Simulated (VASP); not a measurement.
# SrO (Fm-3m) in VASP: a series of runs

Aim: see how the results for SrO move with the level of theory and the settings. Levels: r2SCAN, r2SCAN+rVV10. Tasks: relaxation of cell and atoms.

All numbers are computed with VASP 6.6.1; they aren't measurements. Logs are shortened: lines on timing, memory, paths and dates and some standing lists are left out, and cuts for length are marked.

## (1) Starting point

Symmetry: Fm-3m, No. 225, cubic system. Conventional cell: a = 5.161 Å, b = 5.161 Å, c = 5.161 Å, α = 90.00°, β = 90.00°, γ = 90.00°. Sr (site symmetry m-3m) is surrounded by 6 O at 2.58 Å. O (site symmetry m-3m) is surrounded by 6 Sr at 2.58 Å.

## (2) Relaxation of cell and atoms, r2SCAN

The input, INCAR:

```
ALGO = Normal
EDIFF = 1E-7
EDIFFG = -0.005
ENCUT = 600
IBRION = 2
ISIF = 3
ISMEAR = 0
LASPH = T
LCHARG = F
LMIXTAU = T
LREAL = F
LWAVE = F
METAGGA = R2SCAN
NELM = 100
NSW = 90
PREC = Accurate
SIGMA = 0.02
```

The input, KPOINTS:

```
k-points
0
Gamma
  8 8 8
```

The input, POSCAR:

```
SrO
1.0
    0.0000000000      2.5806600000      2.5806600000
    2.5806600000      0.0000000000      2.5806600000
    2.5806600000      2.5806600000      0.0000000000
Sr O
1 1
Direct
    0.0000000000      0.0000000000      0.0000000000
    0.5000000000      0.5000000000      0.5000000000
```

Potentials or basis: VASP PAW PBE potentials, release 64 (Sr_sv, O).

Run with:

```sh
> cat potpaw_PBE.64/Sr_sv/POTCAR potpaw_PBE.64/O/POTCAR > POTCAR
> mpirun -np 1 vasp_std > vasp.out
```

OUTCAR:

```text
EDIFF = 1E-7
   EDIFFG = -0.005
   ENCUT = 600
   IBRION = 2
   ISIF = 3
   ISMEAR = 0
   LASPH = T
   LREAL = F
   METAGGA = R2SCAN
   NELM = 100
   NSW = 90
   PREC = Accurate

 ion  position               nearest neighbor table
   1  0.000  0.000  0.000-   2 2.58   2 2.58   2 2.58   2 2.58   2 2.58   2 2.58
   2  0.500  0.500  0.500-   1 2.58   1 2.58   1 2.58   1 2.58   1 2.58   1 2.58

  LATTYP: Found a face centered cubic cell.
 ALAT       =     5.1613200000

  Lattice vectors:

 A1 = (   0.0000000000,   2.5806600000,   2.5806600000)
 A2 = (   2.5806600000,   0.0000000000,   2.5806600000)
 A3 = (   2.5806600000,   2.5806600000,   0.0000000000)

Analysis of symmetry for initial positions (statically):
=====================================================================
 Subroutine PRICEL returns:
 Original cell was already a primitive cell.

 Routine SETGRP: Setting up the symmetry group for a
 face centered cubic supercell.

 Subroutine GETGRP returns: Found 48 space group operations
 (whereof 48 operations were pure point group operations)
 out of a pool of 48 trial point group operations.

The static configuration has the point symmetry O_h .

Analysis of symmetry for dynamics (positions and initial velocities):
=====================================================================
 Subroutine PRICEL returns:
 Original cell was already a primitive cell.

 Routine SETGRP: Setting up the symmetry group for a
 face centered cubic supercell.

 Subroutine GETGRP returns: Found 48 space group operations
 (whereof 48 operations were pure point group operations)
 out of a pool of 48 trial point group operations.

The dynamic configuration has the point symmetry O_h .

 Subroutine INISYM returns: Found 48 space group operations
 (whereof 48 operations are pure point group operations),
 and found     1 'primitive' translations

----------------------------------------------------------------------------------------

                                     Primitive cell

  volume of cell :      34.3734

  direct lattice vectors                    reciprocal lattice vectors
     0.000000000  2.580660000  2.580660000    -0.193748886  0.193748886  0.193748886
     2.580660000  0.000000000  2.580660000     0.193748886 -0.193748886  0.193748886
     2.580660000  2.580660000  0.000000000     0.193748886  0.193748886 -0.193748886

  length of vectors
     3.649604372  3.649604372  3.649604372     0.335582914  0.335582914  0.335582914

  position of ions in fractional coordinates (direct lattice)
     0.000000000  0.000000000  0.000000000
     0.500000000  0.500000000  0.500000000

  ion indices of the primitive-cell ions
   primitive index   ion index
                 1           1
                 2           2

----------------------------------------------------------------------------------------

 KPOINTS: k-points

Automatic generation of k-mesh.
 Grid dimensions read from file:
 generate k-points for:    8    8    8

 Generating k-lattice:

  Cartesian coordinates                     Fractional coordinates (reciprocal lattice)
    -0.024218611  0.024218611  0.024218611     0.125000000  0.000000000  0.000000000
     0.024218611 -0.024218611  0.024218611     0.000000000  0.125000000  0.000000000
     0.024218611  0.024218611 -0.024218611     0.000000000  0.000000000  0.125000000

  Length of vectors
     0.041947864  0.041947864  0.041947864

  Shift w.r.t. Gamma in fractional coordinates (k-lattice)
     0.000000000  0.000000000  0.000000000

 Subroutine IBZKPT returns following result:
 ===========================================

 Found     29 irreducible k-points:

 Following reciprocal coordinates:
            Coordinates               Weight
  0.000000  0.000000  0.000000      1.000000
  0.125000  0.000000  0.000000      8.000000
  0.250000  0.000000  0.000000      8.000000
  0.375000  0.000000  0.000000      8.000000
  0.500000  0.000000  0.000000      4.000000
  0.125000  0.125000  0.000000      6.000000
[... 16 lines left out ...]
  0.500000  0.250000  0.125000     48.000000
 -0.375000  0.250000  0.125000     24.000000
 [... further k-points ...]
   k-points           NKPTS =     29   k-points in BZ     NKDIM =     29   number of bands    NBANDS=     12
   number of dos      NEDOS =    301   number of ions     NIONS =      2
   total plane-waves  NPLWV =  27000
   dimension x,y,z NGX =    30 NGY =   30 NGZ =   30
   dimension x,y,z NGXF=    60 NGYF=   60 NGZF=   60
   ions per type =               1   1
   NGX,Y,Z   is equivalent  to a cutoff of  13.67, 13.67, 13.67 a.u.
   NGXF,Y,Z  is equivalent  to a cutoff of  27.33, 27.33, 27.33 a.u.
 SYSTEM =  unknown system
   PREC   = accura    normal or accurate (medium, high low for compatibility)
   ISTART =      0    job   : 0-new  1-cont  2-samecut
   ICHARG =      2    charge: 1-file 2-atom 10-const
   ISPIN  =      1    spin polarized calculation?
   LNONCOLLINEAR =      F non collinear calculations
   LSORBIT =      F    spin-orbit coupling
   LASPH  =      T    aspherical Exc in radial PAW
   ENCUT  =  600.0 eV  44.10 Ry    6.64 a.u.   7.29  7.29  7.29*2*pi/ulx,y,z
   NELM   =    100;   NELMIN=  2; NELMDL= -5     # of ELM steps
   EDIFF  = 0.1E-06   stopping-criterion for ELM
   LREAL  =      F    real-space projection
   EDIFFG = -.5E-02   stopping-criterion for IOM
   NSW    =     90    number of steps for IOM
   IBRION =      2    ionic relax: 0-MD 1-quasi-New 2-CG
   NFREE  =      1    steps in history (QN), initial steepest desc. (CG)
   ISIF   =      3    stress and relaxation
   ISYM   =      2    0-nonsym 1-usesym 2-fastsym
   POTIM  = 0.5000    time-step for ionic-motion
   TEBEG  =    0.0;   TEEND  =   0.0 temperature during run
   PSTRESS=    0.0 pullay stress
   NELECT =      16.0000    total number of electrons
   NUPDOWN=      -1.0000    fix difference up-down
   EMIN   =  10.00;   EMAX   =-10.00  energy-range for DOS
   EFERMI =   0.00;   METHOD = LEGACY
   ISMEAR =     0;   SIGMA  =   0.02  broadening in eV -4-tet -1-fermi 0-gaus
   EFERMI_NEDOS =   21; number of points for ismear=-14 and -15
   IALGO  =     38    algorithm
   IMIX   =      4    mixing-type and parameters
     AMIX     =   0.40;   BMIX     =  1.00
     AMIX_MAG =   1.60;   BMIX_MAG =  1.00
  volume/ion in A,a.u.               =      17.19       115.98
  Fermi-wavevector in a.u.,A,eV,Ry     =   1.268744  2.397579 21.901456  1.609712
  Thomas-Fermi vector in A             =   2.401823
   LORBIT       =      0    0 simple, 1 ext, 2 COOP (PROOUT), +10 PAW based schemes
   METAGGA = R2SCAN    functional components
   LHFCALC =     F    Hartree Fock is set to
   AEXX    =    0.0000 exact exchange contribution
   IVDW    =     0    specifies the selected vdW correction
   LEPSILON=     F    determine dielectric tensor
   LRPA    =     F    only Hartree local field effects (RPA)
 conjugate gradient relaxation of ions
 non-spin polarized calculation
 Gauss-broadening in eV      SIGMA  =   0.02
  energy-cutoff  :      600.00
  volume of cell :       34.37
 maximum number of plane-waves:      1174
 NGX is ok and might be reduce to    30
   NGX = 15   NGY = 15   NGZ = 15

--------------------------------------- Ionic step        1  -------------------------------------------

 number of electron      15.9999998 magnetization

 Free energy of the ion-electron system (eV)
  ---------------------------------------------------
  ext. energy  EPLUGINS =         0.00000000
  ---------------------------------------------------
  free energy    TOTEN  =       -27.05827152 eV

  energy without entropy =      -27.05827152  energy(sigma->0) =      -27.05827152

------------------------ aborting loop because EDIFF is reached ----------------------------------------

  FORCE on cell =-STRESS in cart. coord.  units (eV):
  Direction    XX          YY          ZZ          XY          YZ          ZX
  --------------------------------------------------------------------------------------
  -------------------------------------------------------------------------------------
  Total        0.0768528      0.0768528      0.0768528      0.0000000     -0.0000000      0.0000000
  in kB        3.5821840      3.5821840      3.5821840      0.0000000     -0.0000000      0.0000000
  external PRESSURE =       3.5821840 kB  Pullay stress =       0.0000000 kB
[... 57 lines left out ...]
  energy  without entropy=      -27.0583866378  energy(sigma->0) =      -27.05838664

--------------------------------------- Ionic step        3  -------------------------------------------

 number of electron      15.9999998 magnetization

 Free energy of the ion-electron system (eV)
  ---------------------------------------------------
  ext. energy  EPLUGINS =         0.00000000
  ---------------------------------------------------
  free energy    TOTEN  =       -27.05841751 eV

  energy without entropy =      -27.05841751  energy(sigma->0) =      -27.05841751

 E-fermi :   1.4393     XC(G=0): -10.5082

 val. band max:        1.2712789445   @ k =   0.0000   0.0000   0.0000
 cond. band min:       5.0225061538   @ k =   0.5000   0.5000   0.0000
 fundamental gap:      3.7512272092
 Fermi energy:         1.4392616402

 k-point     1 :       0.0000    0.0000    0.0000
  band No.  band energies     occupation
      1     -32.2546      2.00000
      2     -14.7383      2.00000
      3     -13.2931      2.00000
      4     -13.2931      2.00000
      5     -13.2931      2.00000
      6       1.2713      2.00000
      7       1.2713      2.00000
      8       1.2713      2.00000
      9       5.8193      0.00000
     10       8.0153      0.00000
     11       8.0153      0.00000
     12       8.0154      0.00000
[... 331 lines left out ...]
 k-point    24 :      -0.3750    0.2500    0.1250
  band No.  band energies     occupation
      1     -32.1046      2.00000
      2     -15.7629      2.00000
      3     -13.6530      2.00000
      4     -13.5099      2.00000
      5     -12.6157      2.00000
      6      -0.2491      2.00000
      7       0.4286      2.00000
      8       0.5013      2.00000
      9       8.1309      0.00000
     10       8.5024      0.00000
     11      11.1611      0.00000
     12      11.3089      0.00000

 [... further k-points ...]

------------------------ aborting loop because EDIFF is reached ----------------------------------------

  FORCE on cell =-STRESS in cart. coord.  units (eV):
  Direction    XX          YY          ZZ          XY          YZ          ZX
  --------------------------------------------------------------------------------------
  -------------------------------------------------------------------------------------
  Total        0.0002990      0.0002990      0.0002990      0.0000000      0.0000000     -0.0000000
  in kB        0.0138843      0.0138843      0.0138843      0.0000000      0.0000000     -0.0000000
  external PRESSURE =       0.0138843 kB  Pullay stress =       0.0000000 kB
[... 17 lines left out ...]
  FREE ENERGIE OF THE ION-ELECTRON SYSTEM (eV)
  ---------------------------------------------------
  free  energy   TOTEN  =       -27.0584175072 eV

  energy  without entropy=      -27.0584175072  energy(sigma->0) =      -27.05841751

 reached required accuracy - stopping structural energy minimisation
```

Run time: 4.6 min. Hardware: 1 thread of Intel Xeon Platinum 8259CL at 2.50GHz (Skylake/Cascade Lake), shared host; peak memory 0.18 GiB.

What came out:

```
Free energy                            : -27.0584 eV
Relaxed volume                         : 17.25 Å³/atom
Relaxed cell                           : a = 3.654 Å, b = 3.654 Å, c = 3.654 Å, α = 60.00°, β = 60.00°, γ = 60.00°
Space group after relaxing (to 0.05 Å) : Fm-3m (No. 225)
Energy gained by relaxing              : 0.1 meV/atom
Ionic steps                            : 3
Pressure after relaxing                : 0.0 GPa
Band gap on the k mesh                 : 3.75 eV, indirect (least direct gap 3.85 eV)
```

Step by step:
```
step  energy change (eV)  largest force (eV/Å)  pressure (GPa)  volume (Å³)
   1              0.0000                0.0000            0.36        34.37
   2             -0.0001                0.0000           -0.16        34.56
   3             -0.0001                0.0000            0.00        34.50
```

Final structure:
```yaml
crystal:
  lattice:
    - [0.00000, 2.58394, 2.58394]
    - [2.58394, 0.00000, 2.58394]
    - [2.58394, 2.58394, 0.00000]
  atoms:
    - { symbol: Sr, position: [0.00000, 0.00000, 0.00000] }
    - { symbol: O, position: [0.50000, 0.50000, 0.50000] }
```

Caveat: the PAW data sets were made with another functional, which shifts forces and pressure a little.

## (3) Relaxation of cell and atoms, r2SCAN+rVV10

INCAR, as its differences from that of step 2:

```diff
@@ -1,2 +1,4 @@
 ALGO = Normal
+BPARAM = 11.95
+CPARAM = 0.0093
 EDIFF = 1E-7
@@ -7,2 +9,3 @@
 ISMEAR = 0
+IVDW_NL = 2
 LASPH = T
@@ -11,2 +14,3 @@
 LREAL = F
+LUSE_VDW = T
 LWAVE = F
```

KPOINTS is that of step 2.

POSCAR is that of step 2.

Potentials or basis: VASP PAW PBE potentials, release 64 (Sr_sv, O).

Run with:

```sh
> cat potpaw_PBE.64/Sr_sv/POTCAR potpaw_PBE.64/O/POTCAR > POTCAR
> mpirun -np 1 vasp_std > vasp.out
```

It took 7.3 min on 1 thread of Intel Xeon Platinum 8259CL at 2.50GHz (Skylake/Cascade Lake), shared host; peak memory 0.28 GiB.

Results (log left out):

| Property | Result |
| --- | --- |
| Free energy | -26.6604 eV |
| Relaxed volume | 17.09 Å³/atom |
| Relaxed cell | a = 3.642 Å, b = 3.642 Å, c = 3.642 Å, α = 60.00°, β = 60.00°, γ = 60.00° |
| Space group after relaxing (to 0.05 Å) | Fm-3m (No. 225) |
| Energy gained by relaxing | 0.2 meV/atom |
| Ionic steps | 3 |
| Pressure after relaxing | 0.0 GPa |
| Band gap on the k mesh | 3.70 eV, indirect (least direct gap 3.79 eV) |

The path:
| step | energy change (eV) | largest force (eV/Å) | pressure (GPa) | volume (Å³) |
| --- | --- | --- | --- | --- |
| 1 | 0.0000 | 0.0000 | -0.68 | 34.37 |
| 2 | -0.0002 | 0.0000 | 0.43 | 34.01 |
| 3 | -0.0004 | 0.0000 | -0.03 | 34.17 |

Final structure:
```
CELL_PARAMETERS angstrom
0.00000 2.57560 2.57560
2.57560 0.00000 2.57560
2.57560 2.57560 0.00000
ATOMIC_POSITIONS crystal
Sr 0.00000 0.00000 0.00000
O 0.50000 0.50000 0.50000
```

Levels at points of the mesh, in eV from the valence-band top:
| k point | band 6 | band 7 | band 8 | band 9 | band 10 | band 11 |
| --- | --- | --- | --- | --- | --- | --- |
| (0.00, 0.00, 0.00) | 0.00 | 0.00 | 0.00 | 4.55 | 6.75 | 6.75 |
| (0.50, 0.00, 0.00) | -2.12 | -1.12 | -1.12 | 7.06 | 8.96 | 9.45 |
| (0.50, 0.50, 0.00) | -0.44 | -0.09 | -0.09 | 3.70 | 8.47 | 10.90 |

Caveat: the PAW data sets were made with another functional, which shifts forces and pressure a little. r2SCAN opens gaps a little over a GGA but as a rule still falls short of measured ones.
